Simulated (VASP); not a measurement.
## Tb: single point with PBE

Tb:

```
Tb
1.0
    -2.02091    2.02091    2.02091
     2.02091   -2.02091    2.02091
     2.02091    2.02091   -2.02091
Tb
1
Direct
  0.00000 0.00000 0.00000
```

The cell was built by a generator and needn't be a form met in nature.

```json
{"Program": "VASP 6.6.1", "Task": "single point", "Functional": "PBE", "Potentials or basis": "VASP PAW PBE potentials, release 64 (Tb)", "Cutoff": "520 eV", "k mesh": "8 × 8 × 8", "Occupations": "gaussian, width 0.05 eV", "Spin": "collinear spin, typed start", "Starting moments": "[6.5] μB"}
```

- Pressure: -0.4 GPa
- Band gap on the k mesh: none (metal or under the smearing width)
- Net moment: 5.85 μB per cell
- Site moments: Tb +5.66 μB
- Valence electrons inside the program's atomic spheres: Tb 16.31

Levels at points of the mesh, in eV from the Fermi level:
Spin up:
```
           k point  band 9  band 10  band 11  band 12  band 13  band 14  band 15  band 16
(0.00, 0.00, 0.00)   -3.99    -3.82    -3.82    -3.82     1.74     1.74     1.74     3.83
(0.50, 0.00, 0.00)   -3.77    -3.72    -3.71    -2.17     0.12     1.18     3.75     4.54
(0.50, 0.50, 0.50)   -3.68    -3.68    -3.68    -1.62    -1.62     5.90     5.90     5.90
```
Spin down:
```csv
k point,band 2,band 3,band 4,band 5,band 6,band 7,band 8,band 9,band 10,band 11
"(0.00, 0.00, 0.00)",-20.58,-20.58,-20.58,-4.63,-0.10,-0.10,-0.10,0.69,0.69,0.69
"(0.50, 0.00, 0.00)",-21.36,-20.83,-20.59,-1.78,-0.03,0.04,0.11,0.54,0.61,0.61
"(0.50, 0.50, 0.50)",-21.12,-21.12,-21.12,-1.25,-1.25,0.18,0.18,0.18,0.51,0.51
```

It took 2.4 min on 1 thread of Intel(R) Xeon(R) Platinum 8488C (Sapphire Rapids), on a shared host, peak memory 0.2 GiB.

Caveat: the magnetic or orbital state may not be the lowest; spin-orbit coupling is left out, which moves the levels of the heavy elements. The state reached can hang on the start; a lower one may exist.
